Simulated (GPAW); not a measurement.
A run of GPAW 26.7.0 is set up as follows.

File run.py:

```python
from ase import Atoms
from ase.dft.bandgap import bandgap
from ase.io import write
from gpaw import GPAW, PW

atoms = Atoms(['Cl', 'Li'],
              cell=[[0.0, 2.56477, 2.56477],
                    [2.56477, 0.0, 2.56477],
                    [2.56477, 2.56477, 0.0]],
              scaled_positions=[[0.5, 0.5, 0.5],
                                [0.0, 0.0, 0.0]],
              pbc=True)

calc = GPAW(mode=PW(800),
            xc='TB09',
            kpts={'size': (10, 10, 10), 'gamma': True},
            occupations={'name': 'fermi-dirac', 'width': 0.05},
            nbands=11,
            convergence={'density': 1e-05, 'energy': 1e-05},
            eigensolver='cg',
            maxiter=150,
            txt='gpaw.txt')
atoms.calc = calc
energy = atoms.get_potential_energy()
calc.write('gs.gpw')
write('result.traj', atoms)
print('Fermi level:', round(calc.get_fermi_level(), 4), 'eV')
print(f'Gap: {bandgap(calc)[0]:.4f} eV, direct: {bandgap(calc, direct=True)[0]:.4f} eV')
```

Potentials or basis: GPAW PAW data sets for LDA (gpaw-data 1.2.1), pw.

Run with:

```sh
$ OMP_NUM_THREADS=1 python run.py
```

Q: Predict the band gap on the k mesh.

A: 8.23 eV, direct.

Caveat: a model potential gives levels but no total energy. A k mesh can miss the band edges.
